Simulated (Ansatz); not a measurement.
# Ti (bcc type): the cost of one run

Computed with Ansatz 0.2.0 (DFT PBE, with the methods named in each step, unless a step's input says otherwise).

This is Ti in the bcc structure; at room conditions it is hcp.

## 1. Starting point

Symmetry: Im-3m, No. 229, cubic system. Conventional cell: a = 3.260 Å, b = 3.260 Å, c = 3.260 Å, α = 90.00°, β = 90.00°, γ = 90.00°. Ti (site symmetry m-3m) is surrounded by 8 Ti at 2.82 Å.

Structure file:

```cif
data_structure
_symmetry_space_group_name_H-M 'P 1'
_symmetry_Int_Tables_number 1
_cell_length_a 2.8230
_cell_length_b 2.8230
_cell_length_c 2.8230
_cell_angle_alpha 109.471
_cell_angle_beta 109.471
_cell_angle_gamma 109.471
_cell_volume 17.32
loop_
_atom_site_label
_atom_site_type_symbol
_atom_site_fract_x
_atom_site_fract_y
_atom_site_fract_z
_atom_site_occupancy
Ti1 Ti 0.00000 0.00000 0.00000 1
```

Whether this phase is the stable one at these pressures isn't tested.

## 2. The reference volume, LAPW

input.yaml

```yaml
crystal:
  lattice:
    - [-1.6298365613, 1.6298365613, 1.6298365613]
    - [1.6298365613, -1.6298365613, 1.6298365613]
    - [1.6298365613, 1.6298365613, -1.6298365613]
  atoms:
    - { symbol: Ti, position: [0.0, 0.0, 0.0] }
kpoints:
  mp_grid: { grid: [16, 16, 16] }
  band_path:
    path:
      - [0.0, 0.0, 0.0]
      - [0.5, -0.5, 0.5]
      - [0.0, 0.0, 0.5]
      - [0.0, 0.0, 0.0]
      - [0.25, 0.25, 0.25]
      - [0.5, -0.5, 0.5]
      - [0.25, 0.25, 0.25]
      - [0.0, 0.0, 0.5]
    npoints: 14
scf:
  occupations: { method: fermi_dirac, width: 0.1 }
hamiltonian:
  xc: pbe
  pseudopotentials: { kind: all_electron, lapw: { basis_error: 0.001 } }
output:
  forces: true
  stress: true
  eigenvalues: true
  populations: true
  dos: { projected: true, de: 0.2, e_range: [-14, 8] }
```

Started as:

```console
$ ansatz run input.yaml --threads 1 --pin off --max-ram 2048MiB --backend cpu --events-out ev --progress --plain --runs-dir out
```

What time and memory should one allow on 1 thread of Intel Xeon 6975P-C (Granite Rapids), shared host?

About 4.6 s, with a peak of 0.31 GiB.
